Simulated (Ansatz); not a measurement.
Given:

GeTe:
```yaml
crystal:
  lattice:
    - [2.08118, 1.20157, 3.49735]
    - [-2.08118, 1.20157, 3.49735]
    - [0.00000, -2.40313, 3.49735]
  atoms:
    - { symbol: Ge, position: [0.23762, 0.23762, 0.23762] }
    - { symbol: Te, position: [0.76238, 0.76238, 0.76238] }
```

This is the PBEsol-relaxed structure. Tensor components refer to the Cartesian frame of this cell.

**Question.** All from plane-wave PAW PBEsol (Ansatz code), unless another level is named. Give the Young's modulus.

**Answer.** 78.5 GPa.

**Question.** Give the piezoelectric stress constants (proper, relaxed ions, C/m²).

**Answer.** e15 = e24 = -4.51, e16 = e21 = -0.13, e22 = 0.13, e33 = -2.53.

Space group R3m. Symmetry was held in the PBEsol relaxation. Spin–orbit coupling is left out wherever it is not named.

Potentials: the later of the program's two PAW sets.
